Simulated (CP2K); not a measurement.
Crystal: MgB2.

```
Mg B
1.0
     3.08500    0.00000    0.00000
    -1.54250    2.67169    0.00000
     0.00000    0.00000    3.52300
Mg B
1 2
Cartesian
  0.0000 0.0000 0.0000
  1.5425 0.8906 1.7615
  0.0000 1.7811 1.7615
```

Base run:

```yaml
Program: CP2K 2026.2
Functional: RPBE
Potentials_or_basis: POTENTIAL_UZH Mg GTH-PBE-q10, B GTH-PBE-q3; TZVP-MOLOPT-PBE-GTH basis
Density_cutoff: 19048 eV
k_mesh: 10 × 10 × 8
Occupations: fermi-dirac, width 0.05 eV
Spin: no spin polarisation
```

Its results: band gap on the k mesh none (metal or under the smearing width); pressure 1.8 GPa.

**Question.** The run is repeated on the same cell with these changes: dispersion from none to D3. What comes out?

**Answer.** Band gap on the k mesh none (metal or under the smearing width); pressure -2.6 GPa.

Dispersion adds attraction, which lowers the pressure at fixed volume and, as a term added to the energy, leaves the levels alone.

Caveats: the potentials were made for another functional, which shifts forces and pressure; the basis of atomic orbitals isn't converged, which shifts pressures, moduli and gaps; pairwise dispersion overbinds metals, which lowers pressure and volume (some runs).
